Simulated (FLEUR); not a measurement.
# WC (Qusongite) (P-6m2) in FLEUR: relaxation of the atoms with revPBE

Aim: the relaxation of the atoms of WC (Qusongite) with revPBE.

All numbers are computed with FLEUR MaX-R8.1 (patched build s14); they aren't measurements. Logs are shortened: lines on timing, memory, paths and dates and some standing lists are left out, and cuts for length are marked.

### Step 1. The undisturbed crystal

It takes space group P-6m2 (No. 187, hexagonal). The conventional cell has a = 2.907 Å, b = 2.907 Å, c = 2.837 Å, α = 90.00°, β = 90.00°, γ = 120.00°. W (site symmetry -6m2) is surrounded by 6 C at 2.20 Å. C (site symmetry -6m2) is surrounded by 6 W at 2.20 Å.

### Step 2. Relaxation of the atoms, revPBE (atoms moved at random, drawn with an rms of 0.15 Å)

inp.xml

```xml
<?xml version="1.0" encoding="UTF-8" standalone="no"?>
<fleurInput fleurInputVersion="0.39">
   <comment>
      WC                                                                                                  
   </comment>
   <calculationSetup>
      <cutoffs Kmax="3.5" Gmax="17.5" GmaxXC="17.5" numbands="0"/>
      <scfLoop itmax="60" minDistance="0.00001" maxIterBroyd="15" imix="Anderson" alpha="0.05" precondParam="0.0" spinf="2.0"/>
      <coreElectrons ctail="T" frcor="F" kcrel="0" coretail_lmax="0"/>
      <xcFunctional name="rpbe" relativisticCorrections="F"/>
      <magnetism jspins="1"/>
      <soc l_soc="F" theta="0.0" phi="0.0" spav="F"/>
      <expertModes spex="0" secvar="F"/>
      <geometryOptimization l_f="T" forcealpha="1.0" forcemix="BFGS" epsdisp="0.0005" epsforce="0.0005"/>
      <ldaU l_linMix="F" mixParam="0.05" spinf="1.0"/>
   </calculationSetup>
   <cell>
      <bzIntegration valenceElectrons="32.0" mode="hist" fermiSmearingEnergy="0.00183747">
         <kPointListSelection listName="default-1"/>
         <!-- k-points included here -->
         <xi:include xmlns:xi="http://www.w3.org/2001/XInclude" href="kpts.xml"> </xi:include>
      </bzIntegration>
      <!-- symmetry operations included here -->
      <xi:include xmlns:xi="http://www.w3.org/2001/XInclude" href="sym.xml"> </xi:include>
      <bulkLattice scale="1.0">
         <bravaisMatrix>
            <row-1>    5.4924889811498998     0.0000000000000000     0.0000000000000000</row-1>
            <row-2>   -2.7462444905749499     4.7566349876829213     0.0000000000000000</row-2>
            <row-3>    0.0000000000000000     0.0000000000000000     5.3603971250403593</row-3>
         </bravaisMatrix>
      </bulkLattice>
   </cell>
   <atomSpecies>
      <species name="Tungsten (W)" element="W" atomicNumber="74">
         <mtSphere radius="2.29" gridPoints="757" logIncrement="0.017"/>
         <atomicCutoffs lmax="8" lnonsphr="6"/>
         <electronConfig flipSpins="F">
            <coreConfig>(1s1/2) (2s1/2) (2p1/2) (2p3/2) (3s1/2) (3p1/2) (3p3/2) (4s1/2) (3d3/2) (3d5/2) (4p1/2) (4p3/2) (4d3/2) (4d5/2)</coreConfig>
            <valenceConfig>(5s1/2) (5p1/2) (5p3/2) (6s1/2) (4f5/2) (4f7/2) (5d3/2) (5d5/2)</valenceConfig>
            <stateOccupation state="(5d3/2)" spinUp="0.800000" spinDown="0.800000"/>
            <stateOccupation state="(5d5/2)" spinUp="1.200000" spinDown="1.200000"/>
         </electronConfig>
         <energyParameters s="6" p="6" d="5" f="4"/>
         <lo type="SCLO" l="0" n="5" eDeriv="0"/>
         <lo type="SCLO" l="1" n="5" eDeriv="0"/>
         <lo type="SCLO" l="2" n="5" eDeriv="2"/>
         <lo type="SCLO" l="3" n="4" eDeriv="2"/>
      </species>
      <species name="Carbon (C)" element="C" atomicNumber="6">
         <mtSphere radius="1.42" gridPoints="471" logIncrement="0.022"/>
         <atomicCutoffs lmax="5" lnonsphr="3"/>
         <electronConfig flipSpins="F">
            <coreConfig>(1s1/2)</coreConfig>
            <valenceConfig>(2s1/2) (2p1/2) (2p3/2)</valenceConfig>
            <stateOccupation state="(2p1/2)" spinUp="0.333333" spinDown="0.333333"/>
            <stateOccupation state="(2p3/2)" spinUp="0.666667" spinDown="0.666667"/>
         </electronConfig>
         <energyParameters s="2" p="2" d="3" f="4"/>
         <lo type="SCLO" l="0" n="2" eDeriv="2"/>
         <lo type="SCLO" l="1" n="2" eDeriv="2"/>
         <lo type="SCLO" l="2" n="3" eDeriv="2"/>
      </species>
   </atomSpecies>
   <atomGroups>
      <atomGroup species="Tungsten (W)">
         <relPos label="                   1">-.0057060000 .0022020000 .0226400000</relPos>
         <force calculate="T" relaxXYZ="TTT"/>
      </atomGroup>
      <atomGroup species="Carbon (C)">
         <relPos label="                   2">-.3285010000 .3472740000 .4933100000</relPos>
         <force calculate="T" relaxXYZ="TTT"/>
      </atomGroup>
   </atomGroups>
   <output dos="F" band="F" slice="F">
      <checks vchk="F" cdinf="F"/>
      <bandDOS minEnergy="-.5*Htr" maxEnergy="0.5*Htr" sigma="0.015" storeEVData="T"/>
      <vacuumDOS vacdos="F" integ="F" star="F" nstars="0" locx1="0.0" locy1="0.0" locx2="0.0" locy2="0.0" nstm="0" tworkf="0.0"/>
      <unfoldingBand unfoldBand="F" supercellX="1" supercellY="1" supercellZ="1"/>
      <plotting iplot="0" polar="F">
         <plot TwoD="T" vec1="  1.0  0.0  0.0" vec2="  0.0  1.0  0.0" vec3="  0.0  0.0  1.0" zero="  0.0  0.0  0.0" file="plot"/>
      </plotting>
      <chargeDensitySlicing numkpt="0" minEigenval="0.0" maxEigenval="0.0" nnne="0" pallst="F"/>
      <specialOutput eonly="F"/>
      <magneticCircularDichroism mcd="F" energyLo="-10.0" energyUp="0.0"/>
   </output>
  <!-- We include the file relax.xml here to enable relaxations (see documentation) -->
  <xi:include xmlns:xi="http://www.w3.org/2001/XInclude" href="relax.xml"> <xi:fallback/> </xi:include>
</fleurInput>
```

crystal.txt

```
WC
&input cartesian=F /
2.9065000000  0.0000000000  0.0000000000
-1.4532500000  2.5171028361  0.0000000000
0.0000000000  0.0000000000  2.8366000000
1.8897261246
1.0 1.0 1.0

2
74 -0.0057060000  0.0022020000  0.0226400000
6 0.6714990000  0.3472740000  0.4933100000

&kpt div1=6 div2=6 div3=5 gamma=T /
```

Potentials or basis: all-electron, FLAPW.

Launch:

```console
> inpgen -f crystal.txt -profile veryFastHighL
> # inp.xml edited to the form shown
> fleur   # started 4 times, once a step
```

The log of the run:

```text
[run 1 of the program]

      Welcome to FLEUR        (www.flapw.de)
      MaX-Release 8.1          (www.max-centre.eu)

 ========== k-point set info ==========
 Selected k-point list: default-1
 k-point list type: mesh
 6 x 6 x 5
 Number of k points: 92

 ------------Calculation Setup---------------------------
 Number of OMP-threads    :            1
 Number of basis functions:          167
 Approximate size of matrices (H+S) per k-point:         0.001 GB
 --------------------------------------------------------
 Iteration:     1   Distance:      24.02321783 me/bohr^3
 Iteration:     2   Distance:      20.65886132 me/bohr^3
 Iteration:     3   Distance:       8.51749356 me/bohr^3
 Iteration:     4   Distance:       6.92892469 me/bohr^3
 Iteration:     5   Distance:       3.52629940 me/bohr^3
 Iteration:     6   Distance:       0.75184281 me/bohr^3
 Iteration:     7   Distance:       0.42769568 me/bohr^3
 Iteration:     8   Distance:       0.09958627 me/bohr^3
 Iteration:     9   Distance:       0.09419683 me/bohr^3
 Iteration:    10   Distance:       0.01606704 me/bohr^3
 Iteration:    11   Distance:       0.01028983 me/bohr^3
 Iteration:    12   Distance:       0.00264117 me/bohr^3
 Iteration:    13   Distance:       0.00041192 me/bohr^3
 Iteration:    14   Distance:       0.00032864 me/bohr^3
 Iteration:    15   Distance:       0.00008770 me/bohr^3
 Iteration:    16   Distance:       0.00008199 me/bohr^3
 Iteration:    17   Distance:       0.00002027 me/bohr^3
 Iteration:    18   Distance:       0.00000809 me/bohr^3
 Reset of history

 ********************************************************************
 Run finished successfully
 Stop message:
   Structural relaxation: new displacements generated
 ********************************************************************
```

relax.xml:

```text
 <!-- Attention, absolute coordinates used here -->
 <relaxation>
   <displacements>
    <displace>   0.0128360348    0.0279134800   -0.0786478671 </displace>
    <displace>  -0.0128098298   -0.0279269755    0.0785743581 </displace>
  </displacements>
   <relaxation-history>
    <step energy="   -16204.5941767477">
      <posforce>  -0.0373873725    0.0104741102    0.1213593909    0.0041693451    0.0100039578   -0.0231116312 </posforce>
      <posforce>  -2.7579874320    1.6518556587    2.6443375058   -0.0041685591   -0.0100137376    0.0230900115 </posforce>
    </step>
    <step energy="   -16204.5953002808">
      <posforce>  -0.0332180274    0.0204780680    0.0982477597    0.0028897911    0.0063424488   -0.0162369482 </posforce>
      <posforce>  -2.7621559911    1.6418419211    2.6674275173   -0.0028884721   -0.0063475340    0.0162218743 </posforce>
    </step>
    <step energy="   -16204.5963523962">
      <posforce>  -0.0237162465    0.0370934420    0.0432958742   -0.0002922692    0.0004502467   -0.0001683421 </posforce>
      <posforce>  -2.7716478851    1.6252219642    2.7223291996    0.0002947956   -0.0004503086    0.0001679913 </posforce>
    </step>
    <step energy="   -16204.5963533512">
      <posforce>  -0.0246761688    0.0384792139    0.0427454422    0.0000425052   -0.0000324475   -0.0000096795 </posforce>
      <posforce>  -2.7706796113    1.6238362131    2.7228784993   -0.0000401077    0.0000327314    0.0000094962 </posforce>
    </step>
   </relaxation-history>
 </relaxation>
```

out.xml (last iteration):

```text
<iteration numberForCurrentRun="   12" overallNumber="   59">
         <energyParameters units="Htr">
            <atomicEP atomType="1" spin="1" branch="6s" branchLowest="-2.07" branchHighest="2.86" value="0.2980827812"/>
            <atomicEP atomType="1" spin="1" branch="6p" branchLowest="-0.66" branchHighest="3.96" value="0.4272372529"/>
            <atomicEP atomType="1" spin="1" branch="5d" branchLowest="-7.94" branchHighest="1.19" value="0.4683311886"/>
            <atomicEP atomType="1" spin="1" branch="4f" branchLowest="-9.99" branchHighest="-0.41" value="-0.3851594963"/>
            <loAtomicEP atomType="1" spin="1" branch="5s" branchLowest="-20.10" branchHighest="-2.07" value="-2.1089125748"/>
            <loAtomicEP atomType="1" spin="1" branch="5p" branchLowest="-14.73" branchHighest="-0.66" value="-0.8223661533"/>
            <loAtomicEP atomType="1" spin="1" branch="5d" branchLowest="-7.94" branchHighest="1.19" value="0.4645258418"/>
            <loAtomicEP atomType="1" spin="1" branch="4f" branchLowest="-9.99" branchHighest="-0.41" value="-0.4203417373"/>
            <atomicEP atomType="2" spin="1" branch="2s" branchLowest="-9.16" branchHighest="2.51" value="0.0089870296"/>
            <atomicEP atomType="2" spin="1" branch="2p" branchLowest="-9.99" branchHighest="2.26" value="0.2190872662"/>
            <atomicEP atomType="2" spin="1" branch="3d" branchLowest="-9.99" branchHighest="6.47" value="0.4307460140"/>
            <atomicEP atomType="2" spin="1" branch="4f" branchLowest="-9.99" branchHighest="10.71" value="0.5907369898"/>
            <loAtomicEP atomType="2" spin="1" branch="2s" branchLowest="-9.16" branchHighest="2.51" value="0.0089870296"/>
            <loAtomicEP atomType="2" spin="1" branch="2p" branchLowest="-9.99" branchHighest="2.26" value="0.2190691663"/>
            <loAtomicEP atomType="2" spin="1" branch="3d" branchLowest="-9.99" branchHighest="6.47" value="0.4307449861"/>
         </energyParameters>
         <eigenvalues>
            <eigenvaluesAt spin="1" ikpt="1" k_x="0.00000000" k_y="0.00000000" k_z="0.00000000">
                      -2.1110863177       -0.7886769697       -0.7842202109       -0.7842197923       -0.4197929893
                      -0.4194322641       -0.4194321540       -0.4193410906       -0.4193400395       -0.4187749998
                      -0.4179774406        0.0706626739        0.4464215664        0.4826501577        0.4826661666
[... 38 lines left out ...]
            <state n="2" l="0" j="0.5" energy="-439.1083410349" weight="1.0000000000"/>
            <state n="2" l="1" j="0.5" energy="-419.8023752527" weight="1.0000000000"/>
            <state n="2" l="1" j="1.5" energy="-370.0868164511" weight="2.0000000000"/>
            <state n="3" l="0" j="0.5" energy="-100.5105151014" weight="1.0000000000"/>
            <state n="3" l="1" j="0.5" energy="-91.9280981370" weight="1.0000000000"/>
            <state n="3" l="1" j="1.5" energy="-81.1766912284" weight="2.0000000000"/>
            <state n="4" l="0" j="0.5" energy="-20.1037819910" weight="1.0000000000"/>
            <state n="3" l="2" j="1.5" energy="-66.7590639711" weight="2.0000000000"/>
            <state n="3" l="2" j="2.5" energy="-64.4213025121" weight="3.0000000000"/>
            <state n="4" l="1" j="0.5" energy="-16.5463369633" weight="1.0000000000"/>
            <state n="4" l="1" j="1.5" energy="-14.0561685479" weight="2.0000000000"/>
            <state n="4" l="2" j="1.5" energy="-8.2218562880" weight="2.0000000000"/>
            <state n="4" l="2" j="2.5" energy="-7.7631660605" weight="3.0000000000"/>
         </coreStates>
         <coreStates atomType="     2" atomicNumber="  6" spin="1" kinEnergy="     31.9865795689" eigValSum="    -18.3293216584" lostElectrons=" 0.000098">
            <state n="1" l="0" j="0.5" energy="-9.1646608292" weight="1.0000000000"/>
         </coreStates>
         <allElectronCharges>
            <spinDependentCharge spin="1" total="80.0000000" interstitial="4.5210265" mtSpheres="75.4789735"/>
            <totalCharge value="79.9999999988"/>
         </allElectronCharges>
         <totalEnergy                                    value="   -16204.5963533512" units="Htr">
            <sumOfEigenvalues                            value="    -9898.7486933965">
               <coreElectrons value="-9888.0074169192"/>
               <valenceElectrons value="-10.7412764773"/>
            </sumOfEigenvalues>
            <densityCoulombPotentialIntegral value="-27721.1726990671"/>
            <densityEffectivePotentialIntegral value="-28153.9995907209"/>
            <chargeDenXCDenIntegral value="-331.2397768869"/>
            <FockExchangeEnergyValence value="0.0000000000"/>
            <FockExchangeEnergyCore value="0.0000000000"/>
            <atomTypeDependentContributions atomType="1">
               <electronNucleiInteractionDifferentMTs value="20162.8430897229"/>
               <MadelungTerm value="-58.5790977100"/>
            </atomTypeDependentContributions>
            <atomTypeDependentContributions atomType="2">
               <electronNucleiInteractionDifferentMTs value="41.7667005129"/>
               <MadelungTerm value="-4.8322363094"/>
            </atomTypeDependentContributions>
            <tkbTimesEntropy value="0.0001678882"/>
            <freeEnergy value="-16204.5965212394"/>
            <extrapolationTo0K value="-16204.5964372953"/>
         </totalEnergy>
         <totalForcesOnRepresentativeAtoms units="Htr/bohr">
            <forceTotal atomType="1" x="-0.024676" y="0.038479" z="0.042745" F_x="0.00004251" F_y="-0.00003245" F_z="-0.00000968"/>
            <forceTotal atomType="2" x="-2.770680" y="1.623836" z="2.722878" F_x="-0.00004011" F_y="0.00003273" F_z="0.00000950"/>
         </totalForcesOnRepresentativeAtoms>
      </iteration>
```

It took 3.8 min on 1 thread of Intel Xeon at 2.60GHz (Ice Lake), shared host; peak memory 0.1 GiB.

Results:

```
Free energy                                           : -440949.5349 eV
Energy gained by relaxing                             : 29.2 meV/atom
Ionic steps                                           : 4
Band gap on the k mesh                                : none (metal or under the smearing width)
Valence electrons inside the program's atomic spheres : W 25.32; C 2.16 (radii W 2.29, C 1.42 bohr)
```

Forces in eV/Å, atoms in the order of the input:
```
W    0.002 -0.002  0.000
C   -0.002  0.002  0.000
```

The path:
| step | energy change (eV) | largest force (eV/Å) |
| --- | --- | --- |
| 1 | 0.0000 | 1.3126 |
| 2 | -0.0302 | 0.9086 |
| 3 | -0.0584 | 0.0290 |
| 4 | -0.0584 | 0.0028 |

Final structure:
```
W C
1.0
     2.90650    0.00000    0.00000
    -1.45325    2.51710    0.00000
     0.00000    0.00000    2.83660
W C
1 1
Direct
  0.99955 0.00809 0.00797
  0.66624 0.34138 0.50796
```

Core levels (eV from the Fermi level):
```csv
atom,levels
1 W,"1s1/2 -69397.2, 2s1/2 -11965.5, 2p1/2 -11440.1, 2p3/2 -10087.3, 3s1/2 -2751.8, 3p1/2 -2518.2, 3p3/2 -2225.7, 4s1/2 -563.8, 3d3/2 -1833.3, 3d5/2 -1769.7, 4p1/2 -467.0, 4p3/2 -399.2, 4d3/2 -240.5, 4d5/2 -228.0"
2 C,1s1/2 -266.1
```

Caveat: the k mesh is coarse (spacing up to 0.44 Å⁻¹), so the values aren't converged; the plane-wave cutoff is short for the small spheres of the light atoms, so energies, forces and moduli aren't converged. The run has no spin-orbit coupling, so splittings on W are missing.
